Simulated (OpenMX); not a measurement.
## MgF2 (Sellaite) under changes of volume

One of the cells (10.881 Å³/atom); the others are scaled copies at fixed shape and fractional positions:

```
Mg F
1.0
     4.62500    0.00000    0.00000
     0.00000    4.62500    0.00000
     0.00000    0.00000    3.05200
Mg F
2 4
Direct
  0.50000 0.50000 0.50000
  0.00000 0.00000 0.00000
  0.80300 0.19700 0.50000
  0.69700 0.69700 0.00000
  0.19700 0.80300 0.50000
  0.30300 0.30300 0.00000
```

- Program: OpenMX 3.8.5
- Functional: LDA
- Potentials or basis: OpenMX 2013 LDA set, Mg7.0-s3p2d1, F6.0-s2p2d1, fixed grid of 63 × 63 × 42 points
- k mesh: 7 × 7 × 9
- Occupations: fermi-dirac, width 0.05 eV
- Spin: no spin polarisation

| volume (Å³/atom) | energy over the lowest point (meV/atom) | gap on the mesh (eV) | largest force (eV/Å) |
| --- | --- | --- | --- |
| 10.228 | ? | ? | ? |
| 10.445 | 1.13 | 7.10 | 0.040 |
| 10.663 | 0.00 | 6.94 | 0.005 |
| 10.881 | 1.90 | 6.80 | 0.034 |
| 11.098 | 6.56 | 6.65 | 0.057 |
| 11.316 | 13.67 | 6.52 | 0.083 |
| 11.534 | 22.98 | 6.39 | 0.114 |

Q: What does the run at 10.228 Å³/atom give?

A: Energy over the lowest point 5.57 meV/atom; gap on the mesh 7.26 eV; largest force 0.075 eV/Å.

Worked out: A Birch-Murnaghan fit of order 3 (a polynomial in V^(-2/3)) to the other rows has its minimum at 10.63 Å³/atom with B0 = V·E''(V) = 112 GPa and B' = 4.4 at fixed shape and positions, which overstates the stiffness. It gives 5.68 meV/atom at 10.228 Å³/atom, against the run's 5.57. A straight line through the other rows of the gap, of slope -7.15 eV per unit of ln V (its deformation potential), extrapolates to 7.24 eV, against the run's 7.26.

Energies are extrapolated to zero smearing.

Caveats: an odd mesh through Γ misses points on the zone boundary, where band edges often lie; the basis of atomic orbitals isn't converged, which shifts pressures, moduli and gaps.
